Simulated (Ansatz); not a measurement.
Polymorphs of Ti3Se

The calculation used DFT r2SCAN, scalar-relativistic, plane waves, PAW in Ansatz. All cells share a 500 eV cutoff and Γ-centred k meshes spaced at most 0.3 Å⁻¹ (0.19 for metals, 2π included).

Temperature and zero-point effects are left out. Only the structures computed here compete, so a lower one can exist. For metals, differences of a few meV/atom aren't resolved. No run is spin-polarised.

| # | started from | space group | atoms | V (Å³/atom) | ΔE (meV/atom) | gap on mesh (eV) |
| --- | --- | --- | --- | --- | --- | --- |
| 1 | database cell | P-6m2 (No. 187) | 4 | 17.5 | 0 | 0.00 |
| 2 | Cu3Au (L1_2) type | Pm-3m (No. 221) | 4 | 15.7 | 160 | 0.00 |

The lowest structure: Space group P-6m2 (No. 187), hexagonal, a = 3.197 Å, c = 7.908 Å. Around Ti on Wyckoff site h (2 atoms of the primitive cell) lie 3 Se at 2.57 Å and 3 Ti at 2.84 Å; Ti on Wyckoff site f (1 atom of the primitive cell) has 6 Ti at 2.84 Å and 6 Ti at 3.20 Å; Se has 6 Ti at 2.57 Å and 6 Se at 3.20 Å. Its energy against the elements is -0.53 eV/atom. The zero of energy is the lowest elemental structures computed at the same level; no fitted shifts are applied.

Space group P-6m2 (No. 187). a = 3.197 Å, b = 3.197 Å, c = 7.908 Å, α = 90.00°, β = 90.00°, γ = 120.00°
| atom | site | symmetry | x | y | z |
| --- | --- | --- | --- | --- | --- |
| Ti | 2h | 3m. | 0.3333 | 0.6667 | 0.2265 |
| Ti | 1f | -6m2 | 0.6667 | 0.3333 | 0.5000 |
| Se | 1a | -6m2 | 0.0000 | 0.0000 | 0.0000 |

The second: Space group Pm-3m (No. 221), cubic, a = 3.977 Å. Around Ti lie 4 Se at 2.81 Å and 8 Ti at 2.81 Å; around Se lie 12 Ti at 2.81 Å.

At what pressure would number 2, the only denser structure, take over if both were incompressible?

ΔE/ΔV is 160 meV/atom over 17.50 − 15.72 Å³/atom, about 14 GPa. This crude estimate ignores compression.